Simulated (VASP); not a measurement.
Write the native input for VASP 6.6.1 that does the following.

- Task: relaxation of cell and atoms
- Functional: BLYP
- Potentials or basis: VASP PAW PBE potentials, release 64 (Si, Mg)
- Cutoff: 600 eV
- k mesh: 9 × 9 × 7
- Occupations: fermi-dirac, width 0.05 eV
- Spin: no spin polarisation
- Further INCAR settings: ALGO = Fast; EDIFF = 1e-06; IBRION = 2; EDIFFG = -0.01; NSW = 40; ISIF = 3

The structure of MgSi lies in POSCAR:

```
MgSi
1.0
    2.9083940000      0.0000000000      0.0000000000
    0.0000000000      2.9083940000      0.0000000000
    0.0000000000      0.0000000000      4.1034270000
Si Mg
1 1
Direct
    0.5000000000      0.5000000000      0.5000000000
    0.0000000000      0.0000000000      0.0000000000
```

The cell comes from a database or a generator and needn't be the stable form of this composition.

One way to write it, as run:

INCAR

```
PREC = Accurate
ENCUT = 600
EDIFF = 1E-6
ISMEAR = -1
SIGMA = 0.05
LREAL = False
LASPH = True
NELM = 60
ALGO = Fast
ISIF = 3
LWAVE = False
LCHARG = False
GGA = B5
ALDAX = 1.0
AGGAX = 1.0
AGGAC = 1.0
ALDAC = 0.0
IBRION = 2
NSW = 40
EDIFFG = -0.01
```

KPOINTS

```
regular mesh
0
Gamma
  9 9 7
```

Potentials or basis: VASP PAW PBE potentials, release 64 (Si, Mg).

Launch:

```sh
$ cat potpaw_PBE.64/Si/POTCAR potpaw_PBE.64/Mg/POTCAR > POTCAR
$ mpirun -np 1 vasp_std > vasp.out
```

Results of the run:

- Relaxed volume: 18.54 Å³/atom
- Relaxed cell: a = 3.068 Å, b = 3.068 Å, c = 3.940 Å, α = 90.00°, β = 90.00°, γ = 90.00°
- Space group after relaxing (to 0.05 Å): P4/mmm (No. 123)
- Energy gained by relaxing: 40.2 meV/atom
- Ionic steps: 10
- Pressure after relaxing: 0.0 GPa
- Band gap on the k mesh: none (metal or under the smearing width)

Caveat: the PAW data sets were made with another functional, which shifts forces and pressure a little.

It took 93 s on 1 thread of Intel(R) Xeon(R) 6975P-C (Granite Rapids) (shared host), peak memory 0.16 GiB.
